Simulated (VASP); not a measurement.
## Mg: phonons with r2SCAN

Crystal: Mg.

```
Mg
1.0
    -1.86140    1.81876    1.63970
     1.89634   -1.81046    1.66884
     1.86847    1.81753   -1.63063
Mg
1
Cartesian
  0.0000 0.0000 0.0000
```

The cell isn't the ideal one: cell strained at random at fixed volume.

```
Program                : VASP 6.6.1
Task                   : phonons
Functional             : r2SCAN
Potentials or basis    : VASP PAW PBE potentials, release 64 (Mg)
Cutoff                 : 600 eV
k mesh                 : 8 × 8 × 8
Occupations            : methfessel-paxton, width 0.2 eV
Spin                   : no spin polarisation
Further INCAR settings : ALGO = Normal; EDIFF = 1e-08; IBRION = 6; POTIM = 0.015; NSW = 1
```

The relaxed volume is 22.46 Å³/atom. The relaxed cell is a = 3.072 Å, b = 3.072 Å, c = 3.100 Å, α = 106.72°, β = 106.72°, γ = 114.79° and the space group after relaxing (to 0.05 Å) is I4/mmm (No. 139).

Step by step:
```csv
step,energy change (eV),largest force (eV/Å),pressure (GPa),volume (Å³)
1,0.0000,0.0000,-0.30,22.64
2,-0.0011,0.0000,-0.06,22.50
3,-0.0016,0.0000,0.23,22.34
4,-0.0017,0.0000,0.28,22.32
5,-0.0021,0.0000,0.09,22.42
6,-0.0022,0.0000,-0.09,22.52
7,-0.0024,0.0000,-0.06,22.50
8,-0.0024,0.0000,-0.03,22.48
9,-0.0024,0.0000,-0.03,22.48
10,-0.0024,0.0000,0.01,22.46
11,-0.0024,0.0000,0.02,22.45
12,-0.0024,0.0000,0.03,22.45
13,-0.0024,0.0000,0.00,22.46
```

Final structure:
```yaml
crystal:
  lattice:
    - [-1.82973, 1.82985, 1.65561]
    - [1.83075, -1.82980, 1.65524]
    - [1.85323, 1.85388, -1.65568]
  atoms:
    - { symbol: Mg, position: [0.00000, 0.00000, 0.00000] }
```

It took 32 min on 1 thread of Intel(R) Xeon(R) Platinum 8488C (Sapphire Rapids), with other jobs on the host, peak memory 0.22 GiB.

Caveat: the first step relaxes the cell, so the strain put on the starting cell is gone in the result; the PAW data sets were made with another functional, which shifts forces and pressure a little.
